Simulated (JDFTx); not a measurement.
# MnS (F-43m) in JDFTx: notebook

The runs below take MnS through band structure, with LDA, PBEsol.

Program: JDFTx 1.7.0 (patched build). These are calculated values, not measurements. Logs are shortened: lines on timing, memory, paths and dates and some standing lists are left out, and cuts for length are marked. The log counts tension as positive stress, the text compression.

## 1. Starting point

It takes space group F-43m (No. 216, cubic). Conventional cell: a = 4.947 Å, b = 4.947 Å, c = 4.947 Å, α = 90.00°, β = 90.00°, γ = 90.00°. Mn (site symmetry -43m) is surrounded by 4 S at 2.14 Å. S (site symmetry -43m) has 4 Mn at 2.14 Å as nearest neighbours.

The cell is a database's computed one.

## 2. Band structure, LDA, collinear spin, ferromagnetic start

The input, bands.in:

```
lattice \
    0.0000000000     4.6741684414     4.6741684414 \
    4.6741684414     0.0000000000     4.6741684414 \
    4.6741684414     4.6741684414     0.0000000000
coords-type Cartesian
ion Mn     0.0000000000     0.0000000000     0.0000000000 1
ion S      7.0112526621     7.0112526621     7.0112526621 1

ion-species pseudo/Mn.upf
ion-species pseudo/S.upf
elec-cutoff 48 384
elec-ex-corr lda-PW
elec-smearing Fermi 0.0018374661
elec-n-bands 19
spintype z-spin
initial-magnetic-moments Mn 4
elec-initial-magnetization 0.19357 yes
electronic-minimize nIterations 30 energyDiffThreshold 1e-06
davidson-band-ratio 1.3
forces-output-coords Cartesian
include path.kpoints
symmetries none
fix-electron-density run.$VAR

dump-name bands.$VAR
dump End Ecomponents EigStats BandEigs Kpoints Forces
```

The input, path.kpoints:

```
kpoint +0.0000000000 +0.0000000000 +0.0000000000 0.020000000000
kpoint +0.0714285714 +0.0000000000 +0.0714285714 0.020000000000
kpoint +0.1428571429 +0.0000000000 +0.1428571429 0.020000000000
kpoint +0.2142857143 +0.0000000000 +0.2142857143 0.020000000000
kpoint +0.2857142857 +0.0000000000 +0.2857142857 0.020000000000
kpoint +0.3571428571 +0.0000000000 +0.3571428571 0.020000000000
kpoint +0.4285714286 +0.0000000000 +0.4285714286 0.020000000000
kpoint +0.5000000000 +0.0000000000 +0.5000000000 0.020000000000
kpoint +0.5000000000 +0.0833333333 +0.5833333333 0.020000000000
kpoint +0.5000000000 +0.1666666667 +0.6666666667 0.020000000000
kpoint +0.5000000000 +0.2500000000 +0.7500000000 0.020000000000
kpoint +0.4375000000 +0.3125000000 +0.7500000000 0.020000000000
kpoint +0.3750000000 +0.3750000000 +0.7500000000 0.020000000000
kpoint +0.3281250000 +0.3281250000 +0.6562500000 0.020000000000
kpoint +0.2812500000 +0.2812500000 +0.5625000000 0.020000000000
kpoint +0.2343750000 +0.2343750000 +0.4687500000 0.020000000000
kpoint +0.1875000000 +0.1875000000 +0.3750000000 0.020000000000
kpoint +0.1406250000 +0.1406250000 +0.2812500000 0.020000000000
kpoint +0.0937500000 +0.0937500000 +0.1875000000 0.020000000000
kpoint +0.0468750000 +0.0468750000 +0.0937500000 0.020000000000
kpoint +0.0000000000 +0.0000000000 +0.0000000000 0.020000000000
kpoint +0.0833333333 +0.0833333333 +0.0833333333 0.020000000000
kpoint +0.1666666667 +0.1666666667 +0.1666666667 0.020000000000
kpoint +0.2500000000 +0.2500000000 +0.2500000000 0.020000000000
kpoint +0.3333333333 +0.3333333333 +0.3333333333 0.020000000000
kpoint +0.4166666667 +0.4166666667 +0.4166666667 0.020000000000
kpoint +0.5000000000 +0.5000000000 +0.5000000000 0.020000000000
kpoint +0.5250000000 +0.4500000000 +0.5250000000 0.020000000000
kpoint +0.5500000000 +0.4000000000 +0.5500000000 0.020000000000
kpoint +0.5750000000 +0.3500000000 +0.5750000000 0.020000000000
kpoint +0.6000000000 +0.3000000000 +0.6000000000 0.020000000000
kpoint +0.6250000000 +0.2500000000 +0.6250000000 0.020000000000
kpoint +0.5625000000 +0.2500000000 +0.6875000000 0.020000000000
kpoint +0.5000000000 +0.2500000000 +0.7500000000 0.020000000000
kpoint +0.5000000000 +0.2916666667 +0.7083333333 0.020000000000
kpoint +0.5000000000 +0.3333333333 +0.6666666667 0.020000000000
kpoint +0.5000000000 +0.3750000000 +0.6250000000 0.020000000000
kpoint +0.5000000000 +0.4166666667 +0.5833333333 0.020000000000
kpoint +0.5000000000 +0.4583333333 +0.5416666667 0.020000000000
kpoint +0.5000000000 +0.5000000000 +0.5000000000 0.020000000000
kpoint +0.4791666667 +0.4791666667 +0.5416666667 0.020000000000
kpoint +0.4583333333 +0.4583333333 +0.5833333333 0.020000000000
kpoint +0.4375000000 +0.4375000000 +0.6250000000 0.020000000000
kpoint +0.4166666667 +0.4166666667 +0.6666666667 0.020000000000
kpoint +0.3958333333 +0.3958333333 +0.7083333333 0.020000000000
kpoint +0.3750000000 +0.3750000000 +0.7500000000 0.020000000000
kpoint +0.6250000000 +0.2500000000 +0.6250000000 0.020000000000
kpoint +0.5833333333 +0.1666666667 +0.5833333333 0.020000000000
kpoint +0.5416666667 +0.0833333333 +0.5416666667 0.020000000000
kpoint +0.5000000000 +0.0000000000 +0.5000000000 0.020000000000
```

Potentials or basis: PseudoDojo-SR-LDA-0.4.1-standard with smoothed tails.

The run is started by

```console
> jdftx -c 1 -i bands.in -o bands.out
```

The program printed:

```text
*************** JDFTx 1.7.0 (patched build) ***************

Input parsed successfully to the following command list (including defaults):
[... the input with its defaults ...]

---------- Initializing the Grid ----------
R =
[            0      4.67417      4.67417  ]
[      4.67417            0      4.67417  ]
[      4.67417      4.67417            0  ]
unit cell volume = 204.241
G =
[  -0.672118   0.672118   0.672118  ]
[   0.672118  -0.672118   0.672118  ]
[   0.672118   0.672118  -0.672118  ]
Minimum fftbox size, Smin = [  60  60  60  ]
Chosen fftbox size, S = [  60  60  60  ]

---------- Initializing tighter grid for wavefunction operations ----------
R =
[            0      4.67417      4.67417  ]
[      4.67417            0      4.67417  ]
[      4.67417      4.67417            0  ]
unit cell volume = 204.241
G =
[  -0.672118   0.672118   0.672118  ]
[   0.672118  -0.672118   0.672118  ]
[   0.672118   0.672118  -0.672118  ]
Minimum fftbox size, Smin = [  44  44  44  ]
Chosen fftbox size, S = [  48  48  48  ]

---------- Exchange Correlation functional ----------
Initalized Slater LDA exchange.
Initalized Perdew-Wang LDA correlation.

---------- Setting up pseudopotentials ----------
Width of ionic core gaussian charges (only for fluid interactions / plotting) set to 0

Reading pseudopotential file 'pseudo/Mn.upf':
  'Mn' pseudopotential, 'SLA  PW   NOGX NOGC' functional
  Generated using ONCVPSP code by D. R. Hamann
  15 valence electrons, 4 orbitals, 6 projectors, 1001 radial grid points, with lMax = 2
    3S    l: 0   occupation:  2.0   eigenvalue: -3.138661
    3P    l: 1   occupation:  6.0   eigenvalue: -2.002460
    3D    l: 2   occupation:  5.0   eigenvalue: -0.257579
    4S    l: 0   occupation:  2.0   eigenvalue: -0.194140
  Core radius for overlap checks: 1.55 bohrs.

Reading pseudopotential file 'pseudo/S.upf':
  'S' pseudopotential, 'SLA  PW   NOGX NOGC' functional
  Generated using ONCVPSP code by D. R. Hamann
  6 valence electrons, 2 orbitals, 6 projectors, 1001 radial grid points, with lMax = 2
    3S    l: 0   occupation:  2.0   eigenvalue: -0.635064
    3P    l: 1   occupation:  4.0   eigenvalue: -0.261175
  Core radius for overlap checks: 1.67 bohrs.

Initialized 2 species with 2 total atoms.

Folded 50 k-points by 1x1x1 to 50 k-points.

---------- Setting up k-points, bands, fillings ----------
No reducable k-points.
Computing the number of bands and number of electrons
Calculating initial fillings.
nElectrons:  21.000000   nBands: 19   nStates: 100

----- Setting up reduced wavefunction bases (one per k-point) -----
average nbasis = 3245.020 , ideal nbasis = 3244.135

---------- Setting up ewald sum ----------
Optimum gaussian width for ewald sums = 2.122926 bohr.
Real space sum over 1331 unit cells with max indices [  5  5  5  ]
Reciprocal space sum over 2197 terms with max indices [  6  6  6  ]

---------- Allocating electronic variables ----------
Reading n_up from file 'run.n_up' ... done
Reading n_dn from file 'run.n_dn' ... done
Initializing wave functions:  linear combination of atomic orbitals
Note: number of bands (19) exceeds available atomic orbitals (14)

----------- Band structure minimization -------------
Minimization will be done independently for each quantum number.

---- Minimization of quantum number:     0  [ +0.0000000 +0.0000000 +0.0000000 ]  0.020000000  spin +1 ----
BandDavidson: Iter:   0  Eband: +0.056022764567017
BandDavidson: Iter:   1  Eband: +0.029896523034296  dEband: -2.612624e-02
BandDavidson: Iter:   2  Eband: +0.023074033771219  dEband: -6.822489e-03
BandDavidson: Iter:   3  Eband: +0.022275291902859  dEband: -7.987419e-04
[... 1257 lines of inner loops ...]
BandDavidson: Iter:  10  Eband: +0.026946603590214  dEband: -1.504990e-06
BandDavidson: Iter:  11  Eband: +0.026946050165202  dEband: -5.534250e-07
BandDavidson: Converged (dEband<1.000000e-06)
	FillingsUpdate:  mu: +0.417546702  nElectrons: 21.000000  magneticMoment: [ Abs: 0.20592  Tot: +0.19357 ]
WARNING: these k-points are no uniform mesh, so that mu and the fillings of partly filled bands are only those of these points: take mu from the calculation that made the density or potential.

Dumping 'bands.eigStats' ...
	eMin: -2.456400 at state 0 ( [ +0.000000 +0.000000 +0.000000 ] spin 1 )
	HOMO: +0.417483 at state 85 ( [ +0.500000 +0.333333 -0.333333 ] spin -1 )
	mu  : +0.417547
	LUMO: +0.418409 at state 61 ( [ +0.437500 +0.312500 -0.250000 ] spin -1 )
	eMax: +1.024054 at state 83 ( [ +0.500000 +0.250000 -0.250000 ] spin -1 )
	HOMO-LUMO gap: +0.000926
	Optical gap  : +0.005108 at state 99 ( [ +0.500000 +0.000000 +0.500000 ] spin -1 )
Done!
[note: mu, HOMO and LUMO in a band run belong to the points of the path alone and aren't those of the crystal]
```

It took 84 s on 1 thread of Arm Neoverse V2, shared host; peak memory 0.16 GiB.

What came out:

* Band gap along the path: none (metal or under the smearing width)

Levels at the corners of the path, in eV from the Fermi level:
Spin up:
| point | band 9 | band 10 | band 11 | band 12 | band 13 | band 14 |
| --- | --- | --- | --- | --- | --- | --- |
| Γ | -0.81 | -0.81 | 3.65 | 3.65 | 3.65 | 3.69 |
| X | -1.81 | -0.23 | -0.14 | 0.16 | 0.16 | 5.49 |
| W | -1.90 | -1.04 | -0.15 | 0.39 | 1.29 | 7.06 |
| K | -1.79 | -0.63 | -0.38 | 0.70 | 0.99 | 6.00 |
| Γ | -0.81 | -0.81 | 3.65 | 3.65 | 3.65 | 3.69 |
| L | -0.57 | -0.57 | -0.43 | 1.87 | 1.87 | 5.38 |
| U | -1.79 | -0.63 | -0.38 | 0.70 | 0.99 | 6.00 |
| W | -1.90 | -1.04 | -0.15 | 0.39 | 1.29 | 7.06 |
| L | -0.57 | -0.57 | -0.43 | 1.87 | 1.87 | 5.38 |
| K | -1.79 | -0.63 | -0.38 | 0.70 | 0.99 | 6.00 |
| U | -1.79 | -0.63 | -0.38 | 0.70 | 0.99 | 6.00 |
| X | -1.81 | -0.23 | -0.14 | 0.16 | 0.16 | 5.49 |
Spin down:
| point | band 7 | band 8 | band 9 | band 10 | band 11 | band 12 | band 13 | band 14 |
| --- | --- | --- | --- | --- | --- | --- | --- | --- |
| Γ | -4.66 | -4.66 | -0.63 | -0.63 | 3.71 | 3.74 | 3.74 | 3.74 |
| X | -3.98 | -3.98 | -1.73 | -0.08 | 0.06 | 0.27 | 0.27 | 5.57 |
| W | -5.25 | -4.12 | -1.81 | -0.90 | 0.04 | 0.52 | 1.46 | 7.11 |
| K | -4.94 | -4.06 | -1.69 | -0.46 | -0.25 | 0.86 | 1.13 | 6.07 |
| Γ | -4.66 | -4.66 | -0.63 | -0.63 | 3.71 | 3.74 | 3.74 | 3.74 |
| L | -4.35 | -4.35 | -0.39 | -0.39 | -0.31 | 1.96 | 1.96 | 5.41 |
| U | -4.94 | -4.06 | -1.69 | -0.46 | -0.25 | 0.86 | 1.13 | 6.07 |
| W | -5.25 | -4.12 | -1.81 | -0.90 | 0.04 | 0.52 | 1.46 | 7.11 |
| L | -4.35 | -4.35 | -0.39 | -0.39 | -0.31 | 1.96 | 1.96 | 5.41 |
| K | -4.94 | -4.06 | -1.69 | -0.46 | -0.25 | 0.86 | 1.13 | 6.07 |
| U | -4.94 | -4.06 | -1.69 | -0.46 | -0.25 | 0.86 | 1.13 | 6.07 |
| X | -3.98 | -3.98 | -1.73 | -0.08 | 0.06 | 0.27 | 0.27 | 5.57 |

Caveat: semilocal functionals often make such compounds metallic where correlation or magnetic order opens a gap, which also shifts bond lengths.

## 3. Band structure, PBEsol, collinear spin, ferromagnetic start

The input, bands.in:

```
include MnS.lattice
coords-type Lattice
include MnS.ionpos

ion-species pseudo/Mn.upf
ion-species pseudo/S.upf
elec-cutoff 48 384
elec-ex-corr gga-PBEsol
elec-smearing Fermi 0.0018374661
elec-n-bands 19
spintype z-spin
initial-magnetic-moments Mn 4
elec-initial-magnetization 0.2762 yes
electronic-minimize nIterations 30 energyDiffThreshold 1e-06
davidson-band-ratio 1.3
forces-output-coords Cartesian
include path.kpoints
symmetries none
fix-electron-density run.$VAR

dump-name bands.$VAR
dump End Ecomponents EigStats BandEigs Kpoints Forces
```

The input, MnS.lattice:

```
lattice \
    0.0000000000     4.6741684414     4.6741684414 \
    4.6741684414     0.0000000000     4.6741684414 \
    4.6741684414     4.6741684414     0.0000000000
```

The input, MnS.ionpos:

```
ion Mn     0.0000000000     0.0000000000     0.0000000000 1
ion S      0.7500000000     0.7500000000     0.7500000000 1
```

path.kpoints is that of step 2.

Potentials or basis: PseudoDojo-SR-PBEsol-0.4.1-standard with smoothed tails.

The run is started by

```console
> jdftx -c 1 -i bands.in -o bands.out
```

The program printed:

```text
*************** JDFTx 1.7.0 (patched build) ***************

Input parsed successfully to the following command list (including defaults):
[... the input with its defaults ...]

---------- Initializing the Grid ----------
R =
[            0      4.67417      4.67417  ]
[      4.67417            0      4.67417  ]
[      4.67417      4.67417            0  ]
unit cell volume = 204.241
G =
[  -0.672118   0.672118   0.672118  ]
[   0.672118  -0.672118   0.672118  ]
[   0.672118   0.672118  -0.672118  ]
Minimum fftbox size, Smin = [  60  60  60  ]
Chosen fftbox size, S = [  60  60  60  ]

---------- Initializing tighter grid for wavefunction operations ----------
R =
[            0      4.67417      4.67417  ]
[      4.67417            0      4.67417  ]
[      4.67417      4.67417            0  ]
unit cell volume = 204.241
G =
[  -0.672118   0.672118   0.672118  ]
[   0.672118  -0.672118   0.672118  ]
[   0.672118   0.672118  -0.672118  ]
Minimum fftbox size, Smin = [  44  44  44  ]
Chosen fftbox size, S = [  48  48  48  ]

---------- Exchange Correlation functional ----------
Initalized PBEsol GGA exchange.
Initalized PBEsol GGA correlation.

---------- Setting up pseudopotentials ----------
Width of ionic core gaussian charges (only for fluid interactions / plotting) set to 0

Reading pseudopotential file 'pseudo/Mn.upf':
  'Mn' pseudopotential, 'PBESOL' functional
  Generated using ONCVPSP code by D. R. Hamann
  15 valence electrons, 4 orbitals, 6 projectors, 1001 radial grid points, with lMax = 2
    3S    l: 0   occupation:  2.0   eigenvalue: -3.147368
    3P    l: 1   occupation:  6.0   eigenvalue: -2.002196
    3D    l: 2   occupation:  5.0   eigenvalue: -0.249683
    4S    l: 0   occupation:  2.0   eigenvalue: -0.188339
  Core radius for overlap checks: 1.55 bohrs.

Reading pseudopotential file 'pseudo/S.upf':
  'S' pseudopotential, 'PBESOL' functional
  Generated using ONCVPSP code by D. R. Hamann
  6 valence electrons, 2 orbitals, 6 projectors, 1001 radial grid points, with lMax = 2
    3S    l: 0   occupation:  2.0   eigenvalue: -0.631879
    3P    l: 1   occupation:  4.0   eigenvalue: -0.256451
  Core radius for overlap checks: 1.58 bohrs.

Initialized 2 species with 2 total atoms.

Folded 50 k-points by 1x1x1 to 50 k-points.

---------- Setting up k-points, bands, fillings ----------
No reducable k-points.
Computing the number of bands and number of electrons
Calculating initial fillings.
nElectrons:  21.000000   nBands: 19   nStates: 100

----- Setting up reduced wavefunction bases (one per k-point) -----
average nbasis = 3245.020 , ideal nbasis = 3244.135

---------- Setting up ewald sum ----------
Optimum gaussian width for ewald sums = 2.122926 bohr.
Real space sum over 1331 unit cells with max indices [  5  5  5  ]
Reciprocal space sum over 2197 terms with max indices [  6  6  6  ]

---------- Allocating electronic variables ----------
Reading n_up from file 'run.n_up' ... done
Reading n_dn from file 'run.n_dn' ... done
Initializing wave functions:  linear combination of atomic orbitals
Note: number of bands (19) exceeds available atomic orbitals (14)

----------- Band structure minimization -------------
Minimization will be done independently for each quantum number.

---- Minimization of quantum number:     0  [ +0.0000000 +0.0000000 +0.0000000 ]  0.020000000  spin +1 ----
BandDavidson: Iter:   0  Eband: +0.051590268500059
BandDavidson: Iter:   1  Eband: +0.030602511192561  dEband: -2.098776e-02
BandDavidson: Iter:   2  Eband: +0.024443320416187  dEband: -6.159191e-03
BandDavidson: Iter:   3  Eband: +0.023587727187044  dEband: -8.555932e-04
[... 1256 lines of inner loops ...]
BandDavidson: Iter:   9  Eband: +0.028909801418542  dEband: -1.720894e-06
BandDavidson: Iter:  10  Eband: +0.028909163470076  dEband: -6.379485e-07
BandDavidson: Converged (dEband<1.000000e-06)
	FillingsUpdate:  mu: +0.425000367  nElectrons: 21.000000  magneticMoment: [ Abs: 0.29865  Tot: +0.27620 ]
WARNING: these k-points are no uniform mesh, so that mu and the fillings of partly filled bands are only those of these points: take mu from the calculation that made the density or potential.

Dumping 'bands.eigStats' ...
	eMin: -2.467937 at state 0 ( [ +0.000000 +0.000000 +0.000000 ] spin 1 )
	HOMO: +0.425573 at state 57 ( [ +0.500000 +0.000000 +0.500000 ] spin -1 )
	mu  : +0.425000
	LUMO: +0.425831 at state 98 ( [ -0.458333 +0.083333 -0.458333 ] spin -1 )
	eMax: +1.033318 at state 83 ( [ +0.500000 +0.250000 -0.250000 ] spin -1 )
	HOMO-LUMO gap: +0.000258
	Optical gap  : +0.005799 at state 99 ( [ +0.500000 +0.000000 +0.500000 ] spin -1 )
Done!
[note: mu, HOMO and LUMO in a band run belong to the points of the path alone and aren't those of the crystal]
```

It took 70 s on 1 thread of Intel Xeon 6975P-C (Granite Rapids), shared host; peak memory 0.18 GiB.

Results:

```yaml
Band_gap_along_the_path: none (metal or under the smearing width)
```

Levels at the corners of the path, in eV from the Fermi level:
Spin up:
| point | band 8 | band 9 | band 10 | band 11 | band 12 | band 13 | band 14 |
| --- | --- | --- | --- | --- | --- | --- | --- |
| Γ | -4.76 | -0.91 | -0.91 | 3.63 | 3.63 | 3.63 | 3.65 |
| X | -4.08 | -1.85 | -0.32 | -0.25 | 0.13 | 0.13 | 5.41 |
| W | -4.21 | -1.94 | -1.09 | -0.25 | 0.37 | 1.22 | 6.99 |
| K | -4.17 | -1.83 | -0.70 | -0.45 | 0.65 | 0.94 | 5.92 |
| Γ | -4.76 | -0.91 | -0.91 | 3.63 | 3.63 | 3.63 | 3.65 |
| L | -4.47 | -0.65 | -0.65 | -0.45 | 1.84 | 1.84 | 5.35 |
| U | -4.17 | -1.83 | -0.70 | -0.45 | 0.65 | 0.94 | 5.92 |
| W | -4.21 | -1.94 | -1.09 | -0.25 | 0.37 | 1.22 | 6.99 |
| L | -4.47 | -0.65 | -0.65 | -0.45 | 1.84 | 1.84 | 5.35 |
| K | -4.17 | -1.83 | -0.70 | -0.45 | 0.65 | 0.94 | 5.92 |
| U | -4.17 | -1.83 | -0.70 | -0.45 | 0.65 | 0.94 | 5.92 |
| X | -4.08 | -1.85 | -0.32 | -0.25 | 0.13 | 0.13 | 5.41 |
Spin down:
```tsv
point	band 8	band 9	band 10	band 11	band 12	band 13
Γ	-4.69	-0.60	-0.60	3.68	3.74	3.74
X	-4.04	-1.74	-0.06	0.10	0.29	0.29
W	-4.19	-1.81	-0.89	0.08	0.54	1.48
K	-4.12	-1.69	-0.44	-0.24	0.88	1.15
Γ	-4.69	-0.60	-0.60	3.68	3.74	3.74
L	-4.39	-0.36	-0.36	-0.29	1.97	1.97
U	-4.12	-1.69	-0.44	-0.24	0.88	1.15
W	-4.19	-1.81	-0.89	0.08	0.54	1.48
L	-4.39	-0.36	-0.36	-0.29	1.97	1.97
K	-4.12	-1.69	-0.44	-0.24	0.88	1.15
U	-4.12	-1.69	-0.44	-0.24	0.88	1.15
X	-4.04	-1.74	-0.06	0.10	0.29	0.29
```

Caveat: semilocal functionals often make such compounds metallic where correlation or magnetic order opens a gap, which also shifts bond lengths.

[end of part 1 of 2]
